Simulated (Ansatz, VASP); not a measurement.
CdF2 in VASP and in Ansatz

```
Cd F
1.0
     0.00000    2.68448    2.68448
     2.68448    0.00000    2.68448
     2.68448    2.68448    0.00000
Cd F
1 2
Direct
  0.00000 0.00000 0.00000
  0.25000 0.25000 0.25000
  0.75000 0.75000 0.75000
```

Alike in both runs: task single point; functional PBE; k mesh 6 × 6 × 6; no spin polarisation.

|  | VASP | Ansatz |
| --- | --- | --- |
| version | VASP 6.6.1 | Ansatz 0.2.0 |
| potentials or method | VASP PAW PBE potentials, release 64 (Cd, F) | plane waves, PAW |
| plane-wave cutoff (eV) | 520 | 420 |
| occupations | gaussian, width 0.01 eV | fixed |
| valence electrons in the cell | 26 | 34 |

|  | VASP | Ansatz | Ansatz less VASP |
| --- | --- | --- | --- |
| gap on the k mesh at the Fermi level (eV) | 3.13 | 3.16 | +0.033 |
| pressure (GPa) | 7.5 | 6.7 | -0.79 |

The two sets of potentials don't hold the same shells in valence.

A k mesh can miss the band edges. A hybrid or GW would open this gap; PBE tends to underestimate it.
